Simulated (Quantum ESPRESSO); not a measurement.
## NaH under changes of volume

One of the cells (14.527 Å³/atom); the others are scaled copies at fixed shape and fractional positions:

```xyz
2
Lattice="0.0000 2.4400 2.4400 2.4400 0.0000 2.4400 2.4400 2.4400 0.0000" Properties=species:S:1:pos:R:3 pbc="T T T"
Na    0.0000    0.0000    0.0000
H     2.4400    2.4400    2.4400
```

| Item | Value |
| --- | --- |
| Program | Quantum ESPRESSO 7.5 |
| Functional | LDA |
| Potentials or basis | GBRV 1.5 LDA |
| Cutoff | 612 eV |
| Density cutoff | 4898 eV |
| k mesh | 9 × 9 × 9 |
| Occupations | fermi-dirac, width 0.05 eV |
| Spin | no spin polarisation |

```tsv
volume (Å³/atom)	energy over the lowest point (meV/atom)	pressure (GPa)	gap on the mesh (eV)
13.655	0.00	-1.4	3.78
13.946	2.82	-1.8	3.74
14.236	6.39	-2.2	3.70
14.527	10.68	-2.6	3.67
14.817	15.60	-2.9	3.63
15.108	21.08	-3.2	3.60
15.398	?	?	?
```

Task: What does the run at 15.398 Å³/atom give?

Result: Energy over the lowest point 27.05 meV/atom; pressure -3.5 GPa; gap on the mesh 3.57 eV.

Worked out: A Birch-Murnaghan fit of order 3 (a polynomial in V^(-2/3)) to the other rows has no minimum within the range. It gives 27.06 meV/atom at 15.398 Å³/atom, against the run's 27.05, and -dE/dV = -3.4 GPa, against -3.5. A straight line through the other rows of the gap, of slope -1.78 eV per unit of ln V, extrapolates to 3.56 eV, against the run's 3.57.

Energies are extrapolated to zero smearing.

Caveats: an odd mesh through Γ misses points on the zone boundary, where band edges often lie.
